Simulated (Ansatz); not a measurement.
# In: which structure wins, scalar-relativistic, part 2 of 2

Aim: relax In in several structures (bcc, hcp, sc, diamond) and rank them by energy, scalar-relativistic. The runs shown use PAW and LAPW.

Ansatz 0.2.0; DFT PBE; a cell built from a prototype (bcc type), not taken from measurement. Earlier steps stand in the parts before.

### 7 Sc relaxed, PAW

Input file input.yaml:

```yaml
crystal:
  lattice:
    - [3.0974033059, 0.0, 0.0]
    - [0.0, 3.0974033059, 0.0]
    - [0.0, 0.0, 3.0974033059]
  atoms:
    - { symbol: In, position: [0.0, 0.0, 0.0] }
kpoints:
  mp_grid: { grid: [13, 13, 13] }
scf:
  occupations: { method: fermi_dirac, width: 0.05 }
hamiltonian:
  xc: pbe
  pseudopotentials: { kind: paw }
output:
  forces: true
  stress: true
relax:
  f_tol: 0.005
  max_steps: 40
  cell: {}
```

Run with:

```console
$ ansatz run input.yaml --threads 1 --pin off --max-ram 3072MiB --backend cpu --events-out ev --progress --plain --runs-dir out
```

What it wrote, cut to the lines that bear on the results:

```text
[...]
Pseudopotentials: kind: paw
Pseudopotential: In, paw, valence charge 13, recommended cutoff 420 eV (normal)
Functional definition: PBE
[...]
Crystal: 1 atoms, lattice volume = 29.716 Å³
Basis set: ecut = 420 eV, 587 PW (Γ), exchange–correlation on 48×48×48 points (8 copies of the dense FFT grid, shifted against one another)
Bands: 11, of which v1, the nominal top of the filled ones, is band 7 counted from 1 (6 counted from 0)
[...]
--- Relaxed structure (2 steps of the walk, 2 accepted, 1 SCFs on fresh bases) ---
  F+E_penalty+E_count = -5597.74494229 eV   max|allowed force component| = 0.000e0 eV/Å   (the final SCF, on the basis selected at the relaxed cell)
  cell:  # Å, volume = 29.6363 Å³
    - [3.094624835742953, 6.419766481290786e-35, -3.209883240645393e-35]
    - [6.419766481290786e-35, 3.094624835742953, -3.209883240645393e-35]
    - [-6.419766481290786e-35, -3.209883240645393e-35, 3.094624835742953]
  atoms:
    - { symbol: In, position: [0.0, 0.0, 0.0] }
```

It took 4.4 s on 1 thread of Arm Neoverse V1, shared host; peak memory 0.3 GiB.

The steps of the relaxation:

```
step  energy from step 1 (eV/cell)  largest force component (eV/Å)  pressure (GPa)  volume (Å³)
   1                        0.0000                          0.0000           -0.10        29.72
   2                       -0.0001                          0.0000           -0.03        29.64
   3                        0.0000                          0.0000           -0.03        29.64
```

Step 1 is the start. Step 3 repeats the geometry before on a plane-wave basis chosen anew for that cell, so the energy can jump there without any move; the table keeps such jumps.

| input's cell | before | after | change |
| --- | --- | --- | --- |
| a (Å) | 3.097 | 3.095 | -0.1 % |
| b (Å) | 3.097 | 3.095 | -0.1 % |
| c (Å) | 3.097 | 3.095 | -0.1 % |
| volume (Å³/atom) | 29.72 | 29.64 | -0.3 % |

### 8 Sc relaxed, LAPW

Input file input.yaml:

```yaml
crystal:
  lattice:
    - [3.0946248357, 0.0, 0.0]
    - [0.0, 3.0946248357, 0.0]
    - [0.0, 0.0, 3.0946248357]
  atoms:
    - { symbol: In, position: [0.0, 0.0, 0.0] }
kpoints:
  mp_grid: { grid: [13, 13, 13] }
scf:
  occupations: { method: fermi_dirac, width: 0.05 }
hamiltonian:
  xc: pbe
  pseudopotentials: { kind: all_electron, lapw: { basis_error: 0.0005 } }
output:
  forces: true
  stress: true
  eigenvalues: true
  populations: true
relax:
  f_tol: 0.005
  max_steps: 25
  cell: {}
```

Run with:

```console
$ ansatz run input.yaml --threads 1 --pin off --max-ram 3072MiB --backend cpu --events-out ev --progress --plain --runs-dir out
```

What it wrote, cut to the lines that bear on the results:

```text
[...]
In: projections on atomic orbitals take those of the free atom 1s2 2s2 2p6 3s2 3p6 3d10 4s2 4p6 4d10 5s2 5p1, of charge +0.00 (hamiltonian.pseudopotentials.projection_atoms)
LAPW: plane waves up to 7.860 Å⁻¹, error target 5.0e-4 eV per atom; small_component_spin mean_spin; In in spheres of 1.501 Å, 21 of its electrons in bands, Dirac shells []
[...]
[... 1 set-up line as earlier in the session ...]
[...]
  F+E_penalty+E_count = -160045.87202540 eV   max|allowed force component| = 0.000e0 eV/Å   (the final SCF, on the basis selected at the relaxed cell)
  cell:  # Å, volume = 29.6363 Å³
    - [3.0946248357, 0.0, 0.0]
    - [0.0, 3.0946248357, 0.0]
    - [0.0, 0.0, 3.0946248357]
  atoms:
    - { symbol: In, position: [0.0, 0.0, 0.0] }
--- Löwdin populations: 1 site ---
  site symbol       q [e]
     0     In     48.9904
  spilling = 0.000196 (of n_electrons = 49.000000)
```

It took 11 s on 1 thread of Arm Neoverse V1, shared host; peak memory 0.3 GiB.

The steps of the relaxation:

```
step  energy from step 1 (eV/cell)  largest force component (eV/Å)  pressure (GPa)  volume (Å³)
   1                        0.0000                          0.0000           -0.03        29.64
   2                        0.0000                          0.0000           -0.03        29.64
```

Step 1 is the start. Step 2 repeats the geometry before on a plane-wave basis chosen anew for that cell, so the energy can jump there without any move; the table keeps such jumps.

| input's cell | before | after | change |
| --- | --- | --- | --- |
| a (Å) | 3.095 | 3.095 | -0.0 % |
| b (Å) | 3.095 | 3.095 | -0.0 % |
| c (Å) | 3.095 | 3.095 | -0.0 % |
| volume (Å³/atom) | 29.64 | 29.64 | -0.0 % |

This run gives: pressure -0.03 GPa; no gap.

### 9 Diamond relaxed, PAW

Input file input.yaml:

```yaml
crystal:
  lattice:
    - [0.0, 3.2520696876, 3.2520696876]
    - [3.2520696876, 0.0, 3.2520696876]
    - [3.2520696876, 3.2520696876, 0.0]
  atoms:
    - { symbol: In, position: [-0.125, -0.125, -0.125] }
    - { symbol: In, position: [0.125, 0.125, 0.125] }
kpoints:
  mp_grid: { grid: [11, 11, 11] }
scf:
  occupations: { method: fermi_dirac, width: 0.05 }
hamiltonian:
  xc: pbe
  pseudopotentials: { kind: paw }
output:
  forces: true
  stress: true
relax:
  f_tol: 0.005
  max_steps: 40
  cell: {}
```

Run with:

```console
$ ansatz run input.yaml --threads 1 --pin off --max-ram 3072MiB --backend cpu --events-out ev --progress --plain --runs-dir out
```

What it wrote:

```text
[... 8 set-up lines as earlier in the session ...]
Crystal: 2 atoms, lattice volume = 68.787 Å³
Basis set: ecut = 420 eV, 1363 PW (Γ), exchange–correlation on 64×64×64 points (8 copies of the dense FFT grid, shifted against one another)
Bands: 17, of which v1, the nominal top of the filled ones, is band 13 counted from 1 (12 counted from 0)
[... 1 set-up line as earlier in the session ...]
Space group: Fd-3m (ITA 227), of the structure as read, at distance tolerance 4.1e-5 Å
k-points: 56 of 1331
[... 6 set-up lines as earlier in the session ...]
SCF iter   1: F=—  HF=-11194.959501 eV  |F-HF|=—  |Δ(HF+E_count)|=         —  Δρ=1.32e-3  dr2=1.39e-3  ethr=1.77e-3  ⟨swp⟩=6.0  Hψ=4865  notcnv=0
preconditioner: auto → LDOS  [metal: Δε(μ)=0.018 eV  Ē_g=15.768 eV  σ=0.050 eV  W_gap=0.09  n_scr=14 (ndim 8)  ℏωp=22.8 eV  f_vac=0.046  D(μ)=1.58/eV (n_scr^D=14)  β→1.0]
SCF iter   2: F=—  HF=-11194.958704 eV  |F-HF|=—  |Δ(HF+E_count)|=   7.98e-4  Δρ=1.56e-3  dr2=1.33e-3  ethr=5.36e-6  ⟨swp⟩=2.0  Hψ=2272  notcnv=0
SCF iter   3: F=—  HF=-11194.958167 eV  |F-HF|=—  |Δ(HF+E_count)|=   5.37e-4  Δρ=2.60e-4  dr2=6.14e-5  ethr=5.11e-6  ⟨swp⟩=2.1  Hψ=1632  notcnv=0  defer=1
SCF iter   4: F=—  HF=-11194.958185 eV  |F-HF|=—  |Δ(HF+E_count)|=   1.84e-5  Δρ=1.41e-4  dr2=9.04e-6  ethr=2.36e-7  ⟨swp⟩=2.0  Hψ=1106  notcnv=0  defer=2
SCF iter   5: F=—  HF=-11194.958182 eV  |F-HF|=—  |Δ(HF+E_count)|=   3.20e-6  Δρ=3.38e-5  dr2=4.80e-7  ethr=3.48e-8  ⟨swp⟩=2.0  Hψ=1425  notcnv=0  defer=2
SCF iter   6: F=-11194.958182 eV  HF=-11194.958182 eV  |F-HF|=8.80e-10  |Δ(HF+E_count)|=   1.65e-7  Δρ=2.36e-6  dr2=2.61e-9  ethr=3.85e-10  ⟨swp⟩=4.9  Hψ=3487  notcnv=0
SCF 1 converged in 6 iterations: F = -11194.958182 eV  dr2 = 2.61e-9
relax step   1: F+E_penalty+E_count = -11194.95818212 eV  Δ(F+E_penalty+E_count) = +0.000e0 eV  max|allowed force component| = 1.388e-17 eV/Å  Δτ_max = 0.0000 Å  P = +2.963 GPa  Ω = 68.787 Å³  (6 SCF iters, dr2 threshold 1.00e-7 eV, accepted)
Crystal: 2 atoms, lattice volume = 76.310 Å³
Basis set: ecut = 420 eV, 1459 PW (Γ), exchange–correlation on 64×64×64 points (8 copies of the dense FFT grid, shifted against one another)
[... 2 set-up lines as earlier in the session ...]
iter 1 solved again at ethr=1.15e-5 eV; its pass at ethr=3.10e-3 eV (dr2=2.98e-3 eV) is discarded
SCF iter   1: F=—  HF=-11195.020754 eV  |F-HF|=—  |Δ(HF+E_count)|=         —  Δρ=1.97e-3  dr2=2.89e-3  ethr=1.15e-5  ⟨swp⟩=1.9  Hψ=6848  notcnv=0
preconditioner: auto → LDOS  [metal: Δε(μ)=0.082 eV  Ē_g=15.447 eV  σ=0.050 eV  W_gap=0.34  n_scr=14 (ndim 8)  ℏωp=21.7 eV  f_vac=0.075  D(μ)=1.56/eV (n_scr^D=14)  β→1.0]
SCF iter   2: F=—  HF=-11195.021037 eV  |F-HF|=—  |Δ(HF+E_count)|=   2.83e-4  Δρ=1.35e-3  dr2=9.53e-4  ethr=1.11e-5  ⟨swp⟩=2.0  Hψ=1876  notcnv=0
SCF iter   3: F=—  HF=-11195.020860 eV  |F-HF|=—  |Δ(HF+E_count)|=   1.77e-4  Δρ=3.83e-4  dr2=9.74e-5  ethr=3.67e-6  ⟨swp⟩=2.0  Hψ=1673  notcnv=0
SCF iter   4: F=—  HF=-11195.020863 eV  |F-HF|=—  |Δ(HF+E_count)|=   3.33e-6  Δρ=8.62e-5  dr2=6.00e-6  ethr=3.75e-7  ⟨swp⟩=2.0  Hψ=1650  notcnv=0
SCF iter   5: F=-11195.020867 eV  HF=-11195.020867 eV  |F-HF|=4.09e-8  |Δ(HF+E_count)|=   3.55e-6  Δρ=1.15e-5  dr2=1.77e-7  ethr=7.69e-10  ⟨swp⟩=3.1  Hψ=3740  notcnv=0
SCF 2 converged in 5 iterations: F = -11195.020867 eV  dr2 = 1.77e-7
relax step   2: F+E_penalty+E_count = -11195.02086703 eV  Δ(F+E_penalty+E_count) = -6.268e-2 eV  max|allowed force component| = 1.203e-16 eV/Å  Δτ_max = 0.0000 Å  P = +0.048 GPa  Ω = 76.310 Å³  energy of the carried Pulay correction = -1.485e-3 eV  (5 SCF iters, dr2 threshold 2.00e-7 eV, accepted)
[... 1 set-up line as earlier in the session ...]
iter 1 solved again at ethr=5.19e-7 eV; its pass at ethr=3.10e-3 eV (dr2=1.35e-4 eV) is discarded
SCF iter   1: F=—  HF=-11195.022017 eV  |F-HF|=—  |Δ(HF+E_count)|=         —  Δρ=1.46e-4  dr2=3.35e-6  ethr=5.19e-7  ⟨swp⟩=2.7  Hψ=7062  notcnv=0
preconditioner: auto → LDOS  [metal: Δε(μ)=0.027 eV  Ē_g=15.402 eV  σ=0.050 eV  W_gap=0.13  n_scr=14 (ndim 8)  ℏωp=21.7 eV  f_vac=0.063  D(μ)=1.55/eV (n_scr^D=14)  β→1.0]
SCF iter   2: F=—  HF=-11195.022022 eV  |F-HF|=—  |Δ(HF+E_count)|=   4.27e-6  Δρ=6.40e-5  dr2=1.99e-6  ethr=1.29e-8  ⟨swp⟩=2.0  Hψ=1670  notcnv=0
SCF iter   3: F=—  HF=-11195.022022 eV  |F-HF|=—  |Δ(HF+E_count)|=   7.74e-7  Δρ=1.33e-5  dr2=1.02e-7  ethr=7.67e-9  ⟨swp⟩=2.0  Hψ=1626  notcnv=0
SCF iter   4: F=—  HF=-11195.022022 eV  |F-HF|=—  |Δ(HF+E_count)|=   1.97e-8  Δρ=2.18e-6  dr2=5.94e-9  ethr=3.91e-10  ⟨swp⟩=2.0  Hψ=1627  notcnv=0
SCF iter   5: F=—  HF=-11195.022022 eV  |F-HF|=—  |Δ(HF+E_count)|=  3.15e-10  Δρ=3.31e-7  dr2=1.30e-10  ethr=2.29e-11  ⟨swp⟩=2.8  Hψ=1656  notcnv=0
SCF iter   6: F=-11195.022022 eV  HF=-11195.022022 eV  |F-HF|=3.64e-12  |Δ(HF+E_count)|=  1.27e-11  Δρ=2.82e-8  dr2=5.19e-13  ethr=1.00e-12  ⟨swp⟩=5.9  Hψ=4246  notcnv=0
SCF 3 converged in 6 iterations: F = -11195.022022 eV  dr2 = 5.19e-13
relax step   3: F+E_penalty+E_count = -11195.02202235 eV  Δ(F+E_penalty+E_count) = -1.155e-3 eV  max|allowed force component| = 8.789e-17 eV/Å  Δτ_max = 0.0000 Å  P = +0.032 GPa  Ω = 76.310 Å³  stress off target by 3.24e-2 GPa  SCF on the basis re-selected at this cell (its energy is not comparable with the rows above)  (6 SCF iters)
basis re-selected at this cell: Δ(F+E_penalty+E_count) = -1.155e-3 eV, ΔP = -0.016 GPa vs the last step (what re-selecting the basis moved, of the pressure what is left beyond the Pulay correction that the steps carried, after the strain that the cell walked since its last selection, with what the two solves' SCF thresholds leave and, on support functions, any second-order correction that the steps lacked; it is no measure of the basis error at this ecutwfc). This SCF's stress stands 3.24e-2 GPa from its target on what of the cell is left free (relax.cell.stress_tol is 5.00e-2 GPa) and its largest allowed force component is 8.79e-17 eV/Å (relax.f_tol is 5.00e-3 eV/Å): within both
SCF converged after 6 iterations
Free energy (F): -11195.022022 eV
Harris-Foulkes:  -11195.022022 eV  (|F-HF|=3.64e-12)
Internal energy: -11195.009122 eV  (E = F + TS)
E sigma→0 (E₀):  -11195.015572 eV
Entropy (-TS):   -0.012900 eV (-6.450 meV/atom)
Fermi energy:    5.469402 eV
--- Per-component energies (eV) ---
  E_band       = -164.965235
  E_kinetic    = 481.875124
  E_local      = -2871.038118  (includes V_loc(G=0)·N_el)
  E_nonlocal   = 731.629861
  E_hartree    = 1144.650246
  E_xc         = -430.488035
  E_vxc        = -197.968104  (∫ρ·V_xc dr)
  E_paw        = -8304.687069  (= ΣΔE_a)
  E_vpaw       = -598.764569  (= ΣTr[D̂ρ^β])
  E_aug_tail   = 0.000052  (compensation charges beyond the density's cutoff)
  E_ewald      = -1946.951184
  E_smearing   = -0.012900  (= −TS)
  E_closure    = -0.000000  (closes the sum)
  Σ components = -11195.022022   (vs F -11195.022022, Δ=0.00e0)
--- Forces (eV/Å), atoms counted from 1 ---
  atom   1  In    -0.00000000    -0.00000000     0.00000000
  atom   2  In     0.00000000     0.00000000    -0.00000000
  max |Σ_I F_I| component: 1.39e-17 eV/Å
--- Stress (GPa, compression-positive) ---
        0.032373       0.000000       0.000000
        0.000000       0.032373       0.000000
        0.000000       0.000000       0.032373
  P = ⅓ Tr σ = 0.0324 GPa (0.324 kbar)
--- Relaxed structure (2 steps of the walk, 2 accepted, 1 SCFs on fresh bases) ---
  F+E_penalty+E_count = -11195.02202235 eV   max|allowed force component| = 8.789e-17 eV/Å   (the final SCF, on the basis selected at the relaxed cell)
  cell:  # Å, volume = 76.3102 Å³
    - [-8.152595252632945e-34, 3.3665427977844664, 3.3665427977844664]
    - [3.3665427977844664, -1.019074406579118e-33, 3.3665427977844664]
    - [3.3665427977844664, 3.3665427977844664, 6.114446439474708e-34]
  atoms:
    - { symbol: In, position: [-0.12499999999999999, -0.12499999999999999, -0.12499999999999999] }
    - { symbol: In, position: [0.12499999999999999, 0.12499999999999999, 0.12499999999999999] }
```

Wall time 11 s (1 thread of Arm Neoverse V1, shared host); peak memory 0.36 GiB.

Relaxation path:

```
step  energy from step 1 (eV/cell)  largest force component (eV/Å)  pressure (GPa)  volume (Å³)
   1                        0.0000                          0.0000            2.96        68.79
   2                       -0.0627                          0.0000            0.05        76.31
   3                       -0.0638                          0.0000            0.03        76.31
```

Step 1 is the start. Step 3 repeats the geometry before on a plane-wave basis chosen anew for that cell, so the energy can jump there without any move; the table keeps such jumps.

| input's cell | before | after | change |
| --- | --- | --- | --- |
| a (Å) | 4.599 | 4.761 | +3.5 % |
| b (Å) | 4.599 | 4.761 | +3.5 % |
| c (Å) | 4.599 | 4.761 | +3.5 % |
| volume (Å³/atom) | 34.39 | 38.16 | +10.9 % |

### 10 Diamond relaxed, LAPW

Input file input.yaml:

```yaml
crystal:
  lattice:
    - [0.0, 3.3665427978, 3.3665427978]
    - [3.3665427978, 0.0, 3.3665427978]
    - [3.3665427978, 3.3665427978, 0.0]
  atoms:
    - { symbol: In, position: [-0.125, -0.125, -0.125] }
    - { symbol: In, position: [0.125, 0.125, 0.125] }
kpoints:
  mp_grid: { grid: [11, 11, 11] }
scf:
  occupations: { method: fermi_dirac, width: 0.05 }
hamiltonian:
  xc: pbe
  pseudopotentials: { kind: all_electron, lapw: { basis_error: 0.0005 } }
output:
  forces: true
  stress: true
  eigenvalues: true
  populations: true
relax:
  f_tol: 0.005
  max_steps: 25
  cell: {}
```

Run with:

```console
$ ansatz run input.yaml --threads 1 --pin off --max-ram 3072MiB --backend cpu --events-out ev --progress --plain --runs-dir out
```

What it wrote, cut to the lines that bear on the results:

```text
[...]
In: projections on atomic orbitals take those of the free atom 1s2 2s2 2p6 3s2 3p6 3d10 4s2 4p6 4d10 5s2 5p1, of charge +0.00 (hamiltonian.pseudopotentials.projection_atoms)
LAPW: plane waves up to 8.443 Å⁻¹, error target 5.0e-4 eV per atom; small_component_spin mean_spin; In in spheres of 1.414 Å, 21 of its electrons in bands, Dirac shells []
[...]
[... 1 set-up line as earlier in the session ...]
[...]
  cell:  # Å, volume = 76.3102 Å³
    - [0.0, 3.3665427978, 3.3665427978]
    - [3.3665427978, 0.0, 3.3665427978]
    - [3.3665427978, 3.3665427978, 0.0]
  atoms:
    - { symbol: In, position: [-0.125, -0.125, -0.125] }
    - { symbol: In, position: [0.125, 0.125, 0.125] }
--- Löwdin populations: 2 sites ---
  site symbol       q [e]
     0     In     48.9824
     1     In     48.9824
  spilling = 0.000358 (of n_electrons = 98.000000)
```

Run time: 34 s. Hardware: 1 thread of Arm Neoverse V1, shared host; peak memory 0.43 GiB.

The steps of the relaxation:

```
step  energy from step 1 (eV/cell)  largest force component (eV/Å)  pressure (GPa)  volume (Å³)
   1                        0.0000                          0.0000            0.04        76.31
   2                        0.0000                          0.0000            0.04        76.31
```

Step 1 is the start. Step 2 repeats the geometry before on a plane-wave basis chosen anew for that cell, so the energy can jump there without any move; the table keeps such jumps.

| input's cell | before | after | change |
| --- | --- | --- | --- |
| a (Å) | 4.761 | 4.761 | +0.0 % |
| b (Å) | 4.761 | 4.761 | +0.0 % |
| c (Å) | 4.761 | 4.761 | +0.0 % |
| volume (Å³/atom) | 38.16 | 38.16 | +0.0 % |

This run gives: pressure 0.04 GPa; no gap.

### 11 The series in one table

Free energy per atom, from each method's lowest phase:

```
method    start  space group, start → end  volume (Å³/atom)  pressure (GPa)  free energy (meV/atom)
  LAPW      bcc             Im-3m → Im-3m            27.754             0.0                     7.9
  LAPW      hcp       P6_3/mmc → P6_3/mmc            27.728             0.0                     0.0
  LAPW       sc             Pm-3m → Pm-3m            29.636             0.0                    98.2
  LAPW  diamond             Fd-3m → Fd-3m            38.155             0.0                   332.3
   PAW      bcc             Im-3m → Im-3m            27.754             0.0                     7.9
   PAW      hcp       P6_3/mmc → P6_3/mmc            27.728             0.0                     0.0
   PAW       sc             Pm-3m → Pm-3m            29.636             0.0                    98.2
   PAW  diamond             Fd-3m → Fd-3m            38.155             0.0                   332.1
```

### 12 Summary of results

The summary covers parts 1 to 2.

| quantity | value |
| --- | --- |
| lowest (LAPW) | hcp, 7.9 meV/atom under bcc |
| lowest (PAW) | hcp, 7.9 meV/atom under bcc |

What this shows: By LAPW the order is hcp < bcc < sc < diamond. By PAW the order is hcp < bcc < sc < diamond. The methods agree on the lowest phase. Only these structures were tried, with electrons smeared by 0.05 eV and without vibrations, so the true ground state may be another. The k meshes differ between phases and weren't tested, which can move differences by some meV.
